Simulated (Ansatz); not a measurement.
The system is CdF2.

```
Cd F
1.0
     0.00000    2.69400    2.69400
     2.69400    0.00000    2.69400
     2.69400    2.69400    0.00000
Cd F
1 2
Cartesian
  0.0000 0.0000 0.0000
  4.0410 4.0410 4.0410
  1.3470 1.3470 1.3470
```

Base run:

* Program: Ansatz 0.2.0
* Functional: PBEsol
* Potentials or basis: Ansatz PAW
* Cutoff: 420 eV
* Density cutoff: 1680 eV
* k mesh: 9 × 9 × 9
* Occupations: fermi-dirac, width 0.05 eV
* Spin: no spin polarisation

Its results: band gap on the k mesh 2.96 eV, indirect (least direct gap 3.42 eV); pressure -0.2 GPa.

Question: The run is repeated on the same cell with these changes: functional from PBEsol to LDA. What comes out?

Answer: Band gap on the k mesh 2.84 eV, indirect (least direct gap 3.29 eV); pressure -5.7 GPa.

LDA binds more tightly than PBEsol, so the same cell stands under less pressure.

Caveats: the PAW data sets come from PBE, with cores solved anew for the run's functional, which leaves a small shift of forces and pressure.

Not every run made on this cell is shown here.
